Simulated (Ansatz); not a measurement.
The calculation used DFT PBE+D3(BJ), scalar-relativistic, plane waves, PAW in Ansatz 0.2.0. Cutoff 420 eV, Γ-centred 8×8×6 mesh (5-atom cell), Gaussian smearing of 0.10 eV, no spin polarisation.

Formation energies are uncorrected and refer to the elements' standard structures at the same level.

Q: Propose a candidate for a monoclinic metal made of I and Na, with a formation energy near −0.44 eV/atom and about 40 Å³ per atom, in a cell of 5 atoms. Its symmetry should be C2/m (No. 12).

A: NaI₄, space group C2/m (No. 12). Na is surrounded by 4 I at 3.21 Å and 4 I at 3.45 Å; around I lie 2 I at 3.06 Å, 1 Na at 3.21 Å and 1 Na at 3.45 Å.

```xyz
5
Lattice="3.0609 -3.9605 0.0000 3.0609 3.9605 0.0000 -0.9507 0.0000 8.3426" Properties=species:S:1:pos:R:3 pbc="T T T"
Na    0.0000    0.0000    0.0000
I     3.3556   -1.9644    6.1619
I     3.3556    1.9644    6.1619
I     1.8155   -1.9644    2.1807
I     1.8155    1.9644    2.1807
```

- Volume per atom: 40.5 Å³
- Density: 4.4 g/cm³
- Formation energy: −0.44 eV/atom
- Gap on the 8×8×6 mesh of the 5-atom cell: 0 eV (a metal)

It was reached by relaxing an invented guess, and it needn't be the stable form of this composition. Other answers may fit too; this one was computed.

Spin–orbit coupling, which can matter for I, is left out. An odd number of electrons in the primitive cell allows no gap without spin; a larger cell or a magnetic state could open one. A structure relaxed within its symmetry needn't be a true minimum.
